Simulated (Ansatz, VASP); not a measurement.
## Pt: VASP beside Ansatz

```
Pt
1.0
     3.65658    2.11113    5.32458
    -3.65658    2.11113    5.32458
     0.00000   -4.22225    5.32458
Pt
12
Direct
  0.02195 0.65933 0.02195
  0.02195 0.02195 0.65933
  0.65933 0.02195 0.02195
  0.97805 0.34067 0.97805
  0.34067 0.97805 0.97805
  0.97805 0.97805 0.34067
  0.25854 0.59992 0.25854
  0.25854 0.25854 0.59992
  0.59992 0.25854 0.25854
  0.74146 0.40008 0.74146
  0.40008 0.74146 0.74146
  0.74146 0.74146 0.40008
```

Alike in both runs: functional PBEsol; k mesh 3 × 3 × 3; occupations gaussian, width 0.1 eV; no spin polarisation.

Ansatz relaxed the structure, and its values are those at the end. VASP's run is a single point on that final structure, the one shown.

|  | VASP | Ansatz |
| --- | --- | --- |
| version | VASP 6.6.1 | Ansatz 0.2.0 |
| potentials or method | VASP PAW PBE potentials, release 64 (Pt) | scalar-relativistic, plane waves, PAW |
| plane-wave cutoff (eV) | 520 | 420 |
| valence electrons in the cell | 120 | 216 |

Ansatz gave:

- gap on the k mesh at the Fermi level (eV): none
- pressure (GPa): 0.2
- rms of the force components (eV/Å): 0.014

**Question.** Estimate VASP's values.

**Answer.** gap on the k mesh at the Fermi level (eV): none; pressure (GPa): -0.2; rms of the force components (eV/Å): 0.016.

A gap of «none» marks a metal or a gap that the smearing closes. The functional is the same, so the differences come from potentials, cutoffs and numerics. The two sets of potentials don't hold the same shells in valence.

Caveats: the PAW data sets were made with another functional, which shifts forces and pressure a little (VASP). Spin-orbit coupling is left out, which matters for the levels of Pt.
